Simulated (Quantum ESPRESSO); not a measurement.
The system is Sn.

```
Sn
1.0
     0.00000    3.23334    3.23334
     3.23334    0.00000    3.23334
     3.23334    3.23334    0.00000
Sn
2
Cartesian
  4.8500 4.8500 4.8500
  3.2333 3.2333 3.2333
```

This isn't the form of Sn at room conditions, which is tetragonal (white tin).

- Program: Quantum ESPRESSO 7.5
- Task: phonons
- Functional: PBE
- Potentials or basis: JTH 2.0 PBE
- Cutoff: 490 eV
- Density cutoff: 2939 eV
- k mesh: 7 × 7 × 7
- Occupations: cold, width 0.272 eV
- Spin: no spin polarisation
- Mixing beta: 0.5
- Most SCF iterations: 120
- SCF threshold: 4e-10 Ry

The cell and the atoms were relaxed first, to 36.19 Å³/atom (a = 4.678 Å, b = 4.678 Å, c = 4.678 Å, α = 60.00°, β = 60.00°, γ = 60.00°), and the response was taken there.

What is the highest optical frequency at the zone centre?

168 cm⁻¹, a mode of symmetry T2g (Raman).

Optical modes at Γ, degenerate ones joined:
```csv
cm⁻¹,components,symmetry,active in
168,3,T2g,Raman
```

Caveat: the cutoff is low for these files, which shifts pressure and relaxed volume.
